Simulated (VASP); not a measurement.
A run of VASP 6.6.1:

The input INCAR:

```
PREC = Accurate
ENCUT = 520
EDIFF = 1E-6
ISMEAR = 0
SIGMA = 0.03
LREAL = F
LASPH = T
NELM = 80
ALGO = Normal
ISIF = 2
LWAVE = F
LCHARG = F
MAGMOM = 0 0 0 0 0 0 0 0 0
LORBIT = 11
LSORBIT = T
GGA_COMPAT = F
LMAXMIX = 4
LDIPOL = T
IDIPOL = 3
DIPOL = 0.5 0.5 0.500
GGA = PE
IVDW = 12
NBANDS = 39
LVHAR = T
LVACPOTAV = T
```

The input KPOINTS:

```
regular mesh
0
Gamma
  12 12 1
```

The input POSCAR:

```
TiSe2                                   
1.0
    3.4745717054      0.0000000000      0.0000000000
   -1.7372858527      3.0090673662      0.0000000000
    0.0000000000      0.0000000000     21.0644416000
  Se              Ti            
     2     1
Direct
     0.6666666699999979    0.3333333300000021    0.4253316809744945
     0.3333333300000021    0.6666666699999979    0.5746683190255055
     0.0000000000000000    0.0000000000000000    0.5000000000000000
```

The input KPOINTS_OPT:

```
explicit points
67
Reciprocal
 0.0000000000  0.0000000000  0.0000000000 1
 0.0357142900  0.0000000000  0.0000000000 1
 0.0714285700  0.0000000000  0.0000000000 1
 0.1071428600  0.0000000000  0.0000000000 1
 0.1428571400  0.0000000000  0.0000000000 1
 0.1785714300  0.0000000000  0.0000000000 1
 0.2142857100  0.0000000000  0.0000000000 1
 0.2500000000  0.0000000000  0.0000000000 1
 0.2857142900  0.0000000000  0.0000000000 1
 0.3214285700  0.0000000000  0.0000000000 1
 0.3571428600  0.0000000000  0.0000000000 1
 0.3928571400  0.0000000000  0.0000000000 1
 0.4285714300  0.0000000000  0.0000000000 1
 0.4642857100  0.0000000000  0.0000000000 1
 0.5000000000  0.0000000000  0.0000000000 1
 0.4791666700  0.0416666700  0.0000000000 1
 0.4583333300  0.0833333300  0.0000000000 1
 0.4375000000  0.1250000000  0.0000000000 1
 0.4166666700  0.1666666700  0.0000000000 1
 0.3958333300  0.2083333300  0.0000000000 1
 0.3750000000  0.2500000000  0.0000000000 1
 0.3541666700  0.2916666700  0.0000000000 1
 0.3333333300  0.3333333300  0.0000000000 1
 0.3137254900  0.3137254900  0.0000000000 1
 0.2941176500  0.2941176500  0.0000000000 1
 0.2745098000  0.2745098000  0.0000000000 1
 0.2549019600  0.2549019600  0.0000000000 1
 0.2352941200  0.2352941200  0.0000000000 1
 0.2156862700  0.2156862700  0.0000000000 1
 0.1960784300  0.1960784300  0.0000000000 1
 0.1764705900  0.1764705900  0.0000000000 1
 0.1568627500  0.1568627500  0.0000000000 1
 0.1372549000  0.1372549000  0.0000000000 1
 0.1176470600  0.1176470600  0.0000000000 1
 0.0980392200  0.0980392200  0.0000000000 1
 0.0784313700  0.0784313700  0.0000000000 1
 0.0588235300  0.0588235300  0.0000000000 1
 0.0392156900  0.0392156900  0.0000000000 1
 0.0196078400  0.0196078400  0.0000000000 1
 0.0000000000  0.0000000000  0.0000000000 1
 0.0000000000  0.0000000000  0.0000000000 1
 0.0067532600 -0.0033766300  0.0000000000 1
-0.0067532600  0.0033766300  0.0000000000 1
 0.0196970200 -0.0098485100  0.0000000000 1
-0.0196970200  0.0098485100  0.0000000000 1
 0.0000000000  0.0058485000  0.0000000000 1
-0.0000000000 -0.0058485000  0.0000000000 1
 0.0000000000  0.0170581200  0.0000000000 1
-0.0000000000 -0.0170581200  0.0000000000 1
 0.5000000000  0.0000000000  0.0000000000 1
 0.5067532600 -0.0033766300  0.0000000000 1
 0.4932467400  0.0033766300  0.0000000000 1
 0.5196970200 -0.0098485100  0.0000000000 1
 0.4803029800  0.0098485100  0.0000000000 1
 0.5000000000  0.0058485000  0.0000000000 1
 0.5000000000 -0.0058485000  0.0000000000 1
 0.5000000000  0.0170581200  0.0000000000 1
 0.5000000000 -0.0170581200  0.0000000000 1
 0.3333333300  0.3333333300  0.0000000000 1
 0.3400865900  0.3299567000  0.0000000000 1
 0.3265800700  0.3367099600  0.0000000000 1
 0.3530303500  0.3234848200  0.0000000000 1
 0.3136363100  0.3431818400  0.0000000000 1
 0.3333333300  0.3391818300  0.0000000000 1
 0.3333333300  0.3274848300  0.0000000000 1
 0.3333333300  0.3503914500  0.0000000000 1
 0.3333333300  0.3162752100  0.0000000000 1
```

Potentials or basis: VASP PAW PBE potentials, release 64 (Se, Ti_sv).

Launch:

```bash
$ cat potpaw_PBE.64/Se/POTCAR potpaw_PBE.64/Ti_sv/POTCAR > POTCAR
$ mpirun -np 1 vasp_ncl > vasp.out
```

Hardware: 1 thread of Intel(R) Xeon(R) Platinum 8488C (Sapphire Rapids) (shared host).

Problem. How long does it take, and how much memory?

Solution. Wall time 23 min on 1 thread of Intel(R) Xeon(R) Platinum 8488C (Sapphire Rapids) (shared host), peak memory 0.99 GiB. Counts: scf iterations 59, k points 19.
